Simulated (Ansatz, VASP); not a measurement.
MgB2: VASP beside Ansatz

Contents of INCAR:

```
SYSTEM = MgB2
PREC = Accurate ; ENCUT = 520
EDIFF = 1E-7 ; ISMEAR = -1
SIGMA = 0.05 ; LREAL = .FALSE.
LASPH = .TRUE. ; NELM = 100
ALGO = Normal ; ISIF = 2
LWAVE = .FALSE. ; LCHARG = .TRUE.
LELF = .TRUE. ; LVHAR = .TRUE.
NBANDS = 11
```

The input KPOINTS:

```
regular mesh
0
G
  10 10 8
  0 0 0
```

Contents of POSCAR:

```
MgB2
1.0
    3.1054310590      0.0000000000      0.0000000000
   -1.5527155295      2.6893821868      0.0000000000
    0.0000000000      0.0000000000      3.5463318058
Mg B
1 2
Direct
    0.0000000000      0.0000000000      0.0000000000
    0.6666666667      0.3333333333      0.5000000000
    0.3333333333      0.6666666667      0.5000000000
```

The input input.yaml:

```yaml
crystal:
  lattice:
    - [3.105431059, 0.0, 0.0]
    - [-1.5527155295, 2.6893821868, 0.0]
    - [0.0, 0.0, 3.5463318058]
  atoms:
    - { symbol: Mg, position: [0.0, 0.0, 0.0] }
    - { symbol: B, position: [0.6666666667, 0.3333333333, 0.5] }
    - { symbol: B, position: [0.3333333333, 0.6666666667, 0.5] }
kpoints:
  mp_grid: { grid: [10, 10, 8] }
scf:
  occupations: { method: fermi_dirac, width: 0.05 }
hamiltonian:
  xc: lda
  pseudopotentials: { kind: all_electron, lapw: { basis_error: 0.002 } }
output:
  forces: true
  stress: true
  eigenvalues: true
```

Change from the starting cell: volume scaled by 1.02.

Alike in both runs: task single point; functional LDA; k mesh 10 × 10 × 8; occupations fermi-dirac, width 0.05 eV; no spin polarisation.

```csv
,VASP,Ansatz
version,VASP 6.6.1,Ansatz 0.2.0
potentials or method,"VASP PAW LDA potentials, release 64 (Mg, B)","all-electron LAPW, scalar-relativistic"
plane-wave cutoff (eV),520,see its input
```

|  | VASP | Ansatz | Ansatz less VASP |
| --- | --- | --- | --- |
| gap on the k mesh at the Fermi level (eV) | none | none | - |
| pressure (GPa) | -10.7 | -10.1 | +0.59 |
| largest component of the traceless stress (GPa) | 1.12 | 1.24 | +0.119 |

A gap of «none» marks a metal or a gap that the smearing closes. Ansatz ran all-electron here, so the differences hold the error of VASP's frozen core and of both bases.
